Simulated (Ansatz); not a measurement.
An Ansatz run on BeTe built on the zincblende prototype left the output below. The cell was relaxed with r2SCAN and then strained, so it isn't that functional's minimum.

The cell given to it:
```xyz
2
Lattice="0.0000 2.8286 2.8286 2.8286 0.0000 2.8286 2.8286 2.8286 0.0000" Properties=species:S:1:pos:R:3 pbc="T T T"
Be    0.0000    0.0000    0.0000
Te    1.4143    1.4143    1.4143
```

The output, standing remarks left out:
```
Pseudopotential: Be, paw, valence charge 2, recommended cutoff 420 eV
Pseudopotential: Te, paw, valence charge 16, recommended cutoff 420 eV
Crystal: 2 atoms, lattice volume = 45.264 Å³
Basis set: ecut = 420 eV, 893 PW (Γ)
Bands: 13, of which v1, the nominal top of the filled ones, is band 9 counted from 1 (8 counted from 0)
Symmetry: 24 space group operations
Space group: F-43m (ITA 216)
k-points: 8 of 64 (time reversal used)
SCF converged after 6 iterations
Free energy (F): -7073.368072 eV
Fermi energy:    7.251925 eV
--- Band table (eV; the first three rows and the last of 8) ---
  k-point 0: bands = […, -28.9102, -28.9102, -4.9561, 7.2519, 7.2519, 7.2519, 10.8784, 10.8784, 10.8784, 10.9775]
  k-point 1: bands = […, -28.9099, -28.9099, -4.4127, 3.9798, 6.5928, 6.5928, 10.5401, 11.7440, 11.7440, 14.2193]
  k-point 2: bands = […, -28.9092, -28.9092, -3.6449, 1.7981, 6.1422, 6.1422, 10.2962, 11.8608, 11.8608, 15.0787]
  k-point 7: bands = […, -28.9109, -28.9087, -3.1348, 2.7262, 3.6314, 4.1109, 12.5459, 12.7855, 12.8324, 13.3942]
--- G₀W₀: contour deformation, 7 samples at zero and on the imaginary axis and 2 off it, 64 q-points, 188 empty bands' worth ---
    ik  band        ε_KS         Σx   Σc(E_QP)       V_xc       Z   E_QP_lin       E_QP  E_QP is
     0     8      7.2519   -16.2559     1.1038   -14.3604  0.7896     6.4546     6.4603  root
     0     9      7.2519   -16.2559     1.1038   -14.3604  0.7896     6.4546     6.4603  root
     0    10     10.8784    -6.1300    -4.2850   -10.6904  0.7814    11.1546    11.1537  root
     0    11     10.8784    -6.1300    -4.2850   -10.6904  0.7814    11.1546    11.1537  root
     1     8      6.5928   -15.7982     1.2642   -13.7290  0.7845     5.7812     5.7877  root
     1     9      6.5928   -15.7982     1.2642   -13.7290  0.7845     5.7812     5.7877  root
     1    10     10.5401    -7.1228    -4.3321   -11.6797  0.7856    10.7655    10.7650  root
     1    11     11.7440    -6.2729    -4.5062   -11.0531  0.7763    12.0191    12.0180  root
     2     8      6.1422   -15.7678     1.4526   -13.4820  0.7802     5.3014     5.3090  root
     2     9      6.1422   -15.7678     1.4526   -13.4820  0.7802     5.3014     5.3090  root
     2    10     10.2962    -7.4105    -4.2654   -11.8728  0.7870    10.4935    10.4931  root
     2    11     11.8608    -5.8920    -4.4655   -10.5920  0.7801    12.0960    12.0952  root
     3     8      5.6069   -15.3512     1.5756   -12.9293  0.7762     4.7519     4.7606  root
     3     9      5.6069   -15.3512     1.5756   -12.9293  0.7762     4.7519     4.7606  root
     3    10      9.8793    -5.9552    -3.9993   -10.0898  0.7912    10.0147    10.0145  root
     3    11     11.6510    -6.0062    -4.4545   -10.5957  0.7850    11.7863    11.7860  root
     6     8      4.6580   -15.3832     1.9886   -12.4969  0.7647     3.7479     3.7603  root
     6     9      4.6580   -15.3832     1.9886   -12.4969  0.7647     3.7479     3.7603  root
     6    10      9.2626    -5.3957    -3.8829    -9.3092  0.8018     9.2932     9.2932  root
     6    11      9.9423    -6.2625    -3.9213   -10.2499  0.7934    10.0084    10.0084  root
```

The points are ik 0 = (0, 0, 0) (Γ), ik 1 = (0, 0, 1/4), ik 2 = (0, 0, -1/2) (L), ik 3 = (0, 1/4, 1/4), ik 6 = (0, -1/2, -1/2) (X); band 9 is the last filled one.

Problem. Reconstruct the input.

Solution.
```yaml
crystal:
  # lattice and atoms as above
kpoints:
  mp_grid: { grid: [4, 4, 4] }
hamiltonian:
  xc: pbe
scf:
  occupations: { method: fixed }
gw:
  n_empty_bands: 188
  ecut_chi: 150
  qp_bands: [v2, c2]
  qp_kpoints: band_edges
  screening: { model: contour_deformation }
```
There is no exchange loop, so no exact exchange. The quasiparticle table needs the gw block. The lines shown narrow the functional down without fixing it; this is the one that was run. This is the file that was run; thresholds and some counts can't be read off the log exactly.

Wall time 13 s on 1 × NVIDIA H100 80GB HBM3 with 2 threads of AMD EPYC 7R13 Processor (Zen 3) (shared host); peak host memory 1.3 GiB.

Calculated for a static, non-magnetic cell.

No spin-orbit coupling is included; it can move band edges with weight on the heavy atoms by tenths of an eV.
